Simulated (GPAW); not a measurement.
The system is ZnS.

```xyz
2
Lattice="0.0000 2.7020 2.7020 2.7020 0.0000 2.7020 2.7020 2.7020 0.0000" Properties=species:S:1:pos:R:3 pbc="T T T"
Zn    4.0530    4.0530    4.0530
S     0.0000    0.0000    0.0000
```

* Program: GPAW 26.7.0
* Task: relaxation of cell and atoms
* Functional: revPBE
* Potentials or basis: the program's PAW data sets (release 1.2.1) made for this functional
* Cutoff: 600 eV
* Basis: pw
* k mesh: 9 × 9 × 9
* Occupations: fermi-dirac, width 0.05 eV
* Spin: no spin polarisation

At the start: pressure 3.7 GPa; volume 19.73 Å³/atom.

Task: How do energy, volume and symmetry change on relaxing?

Result: Over 4 steps the energy falls by 11.8 meV/atom and the volume is 20.76 Å³/atom (+5.2 %); space group F-43m (No. 216, to 0.05 Å).

Step by step:
```tsv
step	energy change (eV)	largest force (eV/Å)	pressure (GPa)	volume (Å³)
1	0.0000	0.0000	3.70	39.45
2	-0.0081	0.0000	2.93	39.84
3	-0.0235	0.0000	0.16	41.43
4	-0.0236	0.0000	0.01	41.52
```

Final structure:
```xyz
2
Lattice="0.0000 2.7484 2.7484 2.7484 0.0000 2.7484 2.7484 2.7484 0.0000" Properties=species:S:1:pos:R:3 pbc="T T T"
Zn    4.1226    4.1226    4.1226
S     0.0000    0.0000    0.0000
```

Caveat: later steps reuse the first step's grids.
